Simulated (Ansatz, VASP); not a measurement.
## CdS: VASP beside Ansatz

```
Cd S
1.0
     0.00000    3.41816    3.41816
     3.41816    0.00000    3.41816
     3.41816    3.41816    0.00000
Cd S
2 2
Direct
  0.00000 0.00000 0.00000
  0.25000 0.25000 0.25000
  0.50000 0.50000 0.50000
  0.75000 0.75000 0.75000
```

Alike in both runs: functional PBE; k mesh 12 × 12 × 12; occupations gaussian, width 0.1 eV; no spin polarisation.

Ansatz relaxed the structure, and its values are those at the end. VASP's run is a single point on that final structure, the one shown.

|  | VASP | Ansatz |
| --- | --- | --- |
| version | VASP 6.6.1 | Ansatz 0.2.0 |
| potentials or method | VASP PAW PBE potentials, release 64 (Cd, S) | scalar-relativistic, plane waves, PAW |
| plane-wave cutoff (eV) | 520 | 420 |
| valence electrons in the cell | 36 | 52 |

|  | VASP | Ansatz | Ansatz less VASP |
| --- | --- | --- | --- |
| gap on the k mesh at the Fermi level (eV) | none | none | - |
| pressure (GPa) | 0.3 | 0.0 | -0.28 |

A gap of «none» marks a metal or a gap that the smearing closes. The two sets of potentials don't hold the same shells in valence.
